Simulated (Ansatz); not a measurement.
Theory: DFT PBE, scalar-relativistic, plane waves, PAW (Ansatz). Settings: cutoff 420 eV, Γ-centred meshes spaced at most about 0.3 Å⁻¹, and about 0.25 Å⁻¹ or finer for metals (2π included), Gaussian smearing. No spin polarisation.

The zero of energy is the elements' standard structures at the same level; no fitted shifts are applied.

All energies are static (0 K, no zero-point motion). Larger cells and other orderings weren't all tried, so the list isn't exhaustive. Spin–orbit coupling, which can matter for Hf, is left out. The reference form of C is held partly by dispersion forces, which this level lacks.

A search for Hf₄C gave 11 distinct relaxed structures. Coordination counts Hf atoms around C (those within 1.25 times the shortest such distance or 1.15 times the sum of covalent radii, 1.27 where that leaves under three). Cells relaxed within their symmetry can be saddle points.

**Question.** What is the best candidate for Hf₄C?

**Answer.** The one with space group P-3m1 (No. 164), reached from: Co4H type (P-3m1). It has a = 3.248 Å, c = 10.364 Å, 18.9 Å³/atom, no gap on the mesh. Hf on its first site is surrounded by 3 C at 2.27 Å and 12 Hf at 3.19–3.26 Å; Hf on its second site has 12 Hf at 3.08–3.26 Å; C is surrounded by 6 Hf at 2.27 Å. Its energy over the elements is −0.38 eV/atom. Whether it is stable depends on the other phases of the system, which aren't compared here. An observed structure of this formula, if there is one, may be missing.

```cif
data_structure
_symmetry_space_group_name_H-M 'P 1'
_symmetry_Int_Tables_number 1
_cell_length_a 3.2476
_cell_length_b 3.2476
_cell_length_c 10.3637
_cell_angle_alpha 90.000
_cell_angle_beta 90.000
_cell_angle_gamma 120.000
_cell_volume 94.66
loop_
_atom_site_label
_atom_site_type_symbol
_atom_site_fract_x
_atom_site_fract_y
_atom_site_fract_z
_atom_site_occupancy
Hf1 Hf 0.66667 0.33333 0.87576 1
Hf2 Hf 0.33333 0.66667 0.12424 1
Hf3 Hf 0.66667 0.33333 0.38196 1
Hf4 Hf 0.33333 0.66667 0.61804 1
C1 C 0.00000 0.00000 0.00000 1
```

**Question.** How much higher is the R-3m structure with 19.1 Å³/atom and coordination C 6 (reached from: a cell proposed by chemical analogy)?

**Answer.** 17 meV/atom. It has no gap on its mesh.

**Question.** How much higher is the I4/mmm structure with 19.3 Å³/atom and coordination C 6 (reached from: SnF4 type (I4/mmm))?

**Answer.** 81 meV/atom. It has no gap on its mesh.
